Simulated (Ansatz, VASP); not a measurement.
**One calculation of Sb, two programs**

```
CELL_PARAMETERS angstrom
-1.60746 1.60746 2.76513
1.60746 -1.60746 2.76513
1.60746 1.60746 -2.76513
ATOMIC_POSITIONS crystal
Sb 0.00000 0.00000 0.00000
```

Change from the starting cell: volume scaled by 1.06.

Alike in both runs: task single point; functional LDA; k mesh 12 × 12 × 12; occupations fermi-dirac, width 0.05 eV; no spin polarisation.

|  | VASP | Ansatz |
| --- | --- | --- |
| version | VASP 6.6.1 | Ansatz 0.2.0 |
| potentials or method | VASP PAW LDA potentials, release 64 (Sb), cutoff 520 eV | all-electron LAPW, scalar-relativistic |

VASP gave:

* gap on the k mesh at the Fermi level (eV): none
* pressure (GPa): -5.4
* largest component of the traceless stress (GPa): 0.41

**Question.** What did Ansatz give for the same quantities?

**Answer.** gap on the k mesh at the Fermi level (eV): none; pressure (GPa): -5.4; largest component of the traceless stress (GPa): 0.43.

A gap of «none» marks a metal or a gap that the smearing closes. Ansatz ran all-electron here, so the differences hold the error of VASP's frozen core and of both bases.

Spin-orbit coupling is left out, which matters for the levels of Sb.
